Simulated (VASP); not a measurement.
Crystal: TePb.

```
Te Pb
1.0
     0.00000    6.46200    6.46200
     6.46200    0.00000    6.46200
     6.46200    6.46200    0.00000
Te Pb
8 8
Direct
  0.25000 0.25000 0.25000
  0.25000 0.25000 0.75000
  0.25000 0.75000 0.25000
  0.25000 0.75000 0.75000
  0.75000 0.25000 0.25000
  0.75000 0.25000 0.75000
  0.75000 0.75000 0.25000
  0.75000 0.75000 0.75000
  0.00000 0.00000 0.00000
  0.00000 0.00000 0.50000
  0.00000 0.50000 0.00000
  0.00000 0.50000 0.50000
  0.50000 0.00000 0.00000
  0.50000 0.00000 0.50000
  0.50000 0.50000 0.00000
  0.50000 0.50000 0.50000
```

```yaml
Program: VASP 6.6.1
Task: phonon dispersion
Functional: PBEsol
Potentials_or_basis: VASP PAW PBE potentials, release 64 (Te, Pb_d)
Cutoff: 520 eV
k_mesh: 2 × 2 × 2
Occupations: gaussian, width 0.03 eV
Spin: no spin polarisation
Long-range_dipole_term: yes
Supercell_matrix: "[2, 0, 0, 0, 2, 0, 0, 0, 2]"
Further_INCAR_settings: LREAL = Auto; ALGO = Normal; EDIFF = 1e-07; IBRION = 6; POTIM = 0.015; NSW = 1
```

Q: Is this structure dynamically stable at this level, and how far does the spectrum reach?

A: No: the interpolated spectrum has imaginary modes, down to 27i cm⁻¹ near Γ. The highest frequency is 111 cm⁻¹.

Phonon frequencies at the corners of the path (cm⁻¹, interpolated; i marks imaginary ones):
| point | frequencies |
| --- | --- |
| Γ | 27i 27i 0 0 0 96 |
| X | 25 26 26 65 65 69 |
| W | 46 46 52 82 83 83 |
| K | 39 46 57 81 82 83 |
| L | 61 61 94 101 101 111 |
| U | 39 46 57 81 82 83 |

A q mesh this small can miss soft modes between its points.

Caveat: the k mesh is coarse (spacing up to 0.42 Å⁻¹), so the values aren't converged; some modes are imaginary.
